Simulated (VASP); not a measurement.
# La2O3 (P-3m1) in VASP: notebook, part 2 of 2

VASP 6.6.1. The steps go on from the part before.

## (3) Single point, PBE

Input file INCAR:

```
SYSTEM = La2O3
  ALGO = Normal
  EDIFF = 1E-6
  ENCUT = 520
  GGA = PE
  ISIF = 2
  ISMEAR = 0
  LASPH = .True.
  LCHARG = .True.
  LELF = .True.
  LREAL = .False.
  LVHAR = .True.
  LWAVE = .False.
  NELM = 100
  PREC = Accurate
  SIGMA = 0.05
```

Input file KPOINTS:

```
k-points
0
Gamma
  8 8 5
  0 0 0
```

Input file POSCAR:

```
La2O3
1.0
    3.9380000000      0.0000000000      0.0000000000
   -1.9690000000      3.4104080401      0.0000000000
    0.0000000000      0.0000000000      6.1360000000
La O
2 3
Direct
    0.3333333333      0.6666666667      0.2454000000
    0.6666666667      0.3333333333      0.7546000000
    0.3333333333      0.6666666667      0.6471000000
    0.6666666667      0.3333333333      0.3529000000
    0.0000000000      0.0000000000      0.0000000000
```

Potentials or basis: VASP PAW PBE potentials, release 64 (La, O).

Launch:

```bash
cat potpaw_PBE.64/La/POTCAR potpaw_PBE.64/O/POTCAR > POTCAR
mpirun -np 1 vasp_std > vasp.out
```

OUTCAR:

```text
SYSTEM = La2O3
   EDIFF = 1E-6
   ENCUT = 520
   GGA = PE
   ISIF = 2
   ISMEAR = 0
   LASPH = .True.
   LREAL = .False.
   NELM = 100
   PREC = Accurate

 ion  position               nearest neighbor table
   1  0.333  0.667  0.245-   4 2.37   4 2.37   4 2.37   3 2.46   5 2.73   5 2.73   5 2.73
   2  0.667  0.333  0.755-   3 2.37   3 2.37   3 2.37   4 2.46   5 2.73   5 2.73   5 2.73
   3  0.333  0.667  0.647-   2 2.37   2 2.37   2 2.37   1 2.46
   4  0.667  0.333  0.353-   1 2.37   1 2.37   1 2.37   2 2.46
   5  0.000  0.000  0.000-   1 2.73   2 2.73   1 2.73   2 2.73   2 2.73   1 2.73

  LATTYP: Found a hexagonal cell.
 ALAT       =     3.9380000000
 C/A-ratio  =     1.5581513459

  Lattice vectors:

 A1 = (   3.9380000000,   0.0000000000,   0.0000000000)
 A2 = (  -1.9690000000,   3.4104080401,   0.0000000000)
 A3 = (   0.0000000000,   0.0000000000,   6.1360000000)

Analysis of symmetry for initial positions (statically):
=====================================================================
 Subroutine PRICEL returns:
 Original cell was already a primitive cell.
[... 179 lines left out ...]

 val. band max:        5.8659570213   @ k =   0.2500   0.2500   0.4000
 cond. band min:       9.7544737727   @ k =   0.5000  -0.0000   0.0000
 fundamental gap:      3.8885167514
 Fermi energy:         6.0888263584

 k-point     1 :       0.0000    0.0000    0.0000
  band No.  band energies     occupation
      1     -23.9436      2.00000
      2     -23.7113      2.00000
      3     -10.9774      2.00000
      4      -9.7499      2.00000
      5      -9.3403      2.00000
      6      -7.4087      2.00000
[... 637 lines left out ...]
     23      10.7658      0.00000
     24      11.0178      0.00000

 [... further k-points ...]

------------------------ aborting loop because EDIFF is reached ----------------------------------------

  FORCE on cell =-STRESS in cart. coord.  units (eV):
  Direction    XX          YY          ZZ          XY          YZ          ZX
  --------------------------------------------------------------------------------------
  -------------------------------------------------------------------------------------
  Total        0.2256123      0.2256123      0.3347767      0.0000000     -0.0000000      0.0000000
  in kB        4.3863762      4.3863762      6.5087620      0.0000000     -0.0000000      0.0000000
  external PRESSURE =       5.0938381 kB  Pullay stress =       0.0000000 kB

 VOLUME and BASIS-vectors are now :
 -----------------------------------------------------------------------------
  energy-cutoff  :      520.00
  volume of cell :       82.41
      direct lattice vectors                 reciprocal lattice vectors
     3.938000000  0.000000000  0.000000000     0.253936008  0.146610023  0.000000000
    -1.969000000  3.410408040  0.000000000     0.000000000  0.293220045  0.000000000
     0.000000000  0.000000000  6.136000000     0.000000000  0.000000000  0.162972621

 POSITION                                       TOTAL-FORCE (eV/Angst)
 -----------------------------------------------------------------------------------
     -0.00000      2.27361      1.50577        -0.000000      0.000000      0.127639
      1.96900      1.13680      4.63023         0.000000      0.000000     -0.127639
     -0.00000      2.27361      3.97061         0.000000      0.000000     -0.021684
      1.96900      1.13680      2.16539        -0.000000     -0.000000      0.021684
      0.00000      0.00000      0.00000         0.000000      0.000000      0.000000
 -----------------------------------------------------------------------------------
    total drift:                               -0.000000      0.000000      0.000000

  FREE ENERGIE OF THE ION-ELECTRON SYSTEM (eV)
  ---------------------------------------------------
  free  energy   TOTEN  =       -41.8215836652 eV

  energy  without entropy=      -41.8215836652  energy(sigma->0) =      -41.82158367
```

Run time: 85 s. Hardware: 1 thread of Intel Xeon Platinum 8488C (Sapphire Rapids), shared host; peak memory 0.25 GiB.

What came out:

```yaml
Free_energy: -41.8216 eV
Pressure: 0.5 GPa
Largest_force: 0.128 eV/Å
Band_gap_on_the_k_mesh: 3.89 eV, indirect (least direct gap 4.07 eV)
```

Forces in eV/Å, atoms in the order of the input:
```
La   0.000  0.000  0.128
La   0.000  0.000 -0.128
O    0.000  0.000 -0.022
O    0.000  0.000  0.022
O    0.000  0.000  0.000
```

Caveat: spin-orbit coupling is left out, which moves the levels of the heavy elements; an odd mesh through Γ misses points on the zone boundary, where band edges often lie.

## (4) Single point, PBEsol

INCAR, as its differences from that of step 3:

```diff
@@ -4,3 +4,3 @@
   ENCUT = 520
-  GGA = PE
+  GGA = PS
   ISIF = 2
```

KPOINTS is that of step 3.

POSCAR is that of step 3.

Launch:

```bash
cat potpaw_PBE.64/La/POTCAR potpaw_PBE.64/O/POTCAR > POTCAR
mpirun -np 1 vasp_std > vasp.out
```

Wall time 95 s (1 thread of Intel Xeon Platinum 8488C (Sapphire Rapids), shared host); peak memory 0.25 GiB.

It converged, with:

| Item | Value |
| --- | --- |
| Free energy | -43.6754 eV |
| Pressure | -4.2 GPa |
| Largest force | 0.227 eV/Å |
| Band gap on the k mesh | 3.83 eV, indirect (least direct gap 3.98 eV) |

Forces on the atoms (eV/Å):
```
La   0.000  0.000  0.227
La   0.000  0.000 -0.227
O    0.000  0.000 -0.033
O    0.000  0.000  0.033
O    0.000  0.000  0.000
```

Stress tensor (GPa, compression positive):
```
-4.31  0.00  0.00
 0.00 -4.31  0.00
 0.00  0.00 -4.02
```

Levels at points of the mesh, in eV from the valence-band top:
```csv
k point,band 17,band 18,band 19,band 20,band 21,band 22,band 23,band 24
"(0.00, 0.00, 0.00)",-1.65,-0.34,-0.34,-0.07,4.27,4.58,4.58,5.07
"(0.50, 0.00, 0.00)",-0.67,-0.60,-0.39,-0.26,3.83,4.74,5.24,5.26
```

Caveat: the PAW data sets were made with another functional, which shifts forces and pressure a little; spin-orbit coupling is left out, which moves the levels of the heavy elements; an odd mesh through Γ misses points on the zone boundary, where band edges often lie.

## (5) The runs side by side

```csv
level,potentials or basis,gap on the mesh (eV),pressure (GPa),largest force (eV/Å)
LDA,"VASP PAW LDA potentials, release 64 (La, O)",3.76,-7.3,0.28
PBE,"VASP PAW PBE potentials, release 64 (La, O)",3.89,0.5,0.13
PBEsol,"VASP PAW PBE potentials, release 64 (La, O)",3.83,-4.2,0.23
```

Alike in all rows: task single point; no spin polarisation; cell as given; k mesh 8 × 8 × 5; cutoff (eV) 520; smearing gaussian 0.05 eV.

Caveats: spin-orbit coupling is left out, which moves the levels of the heavy elements; an odd mesh through Γ misses points on the zone boundary, where band edges often lie; the PAW data sets were made with another functional, which shifts forces and pressure a little (some runs).

Absolute energies hang on the potentials; compare differences alone.
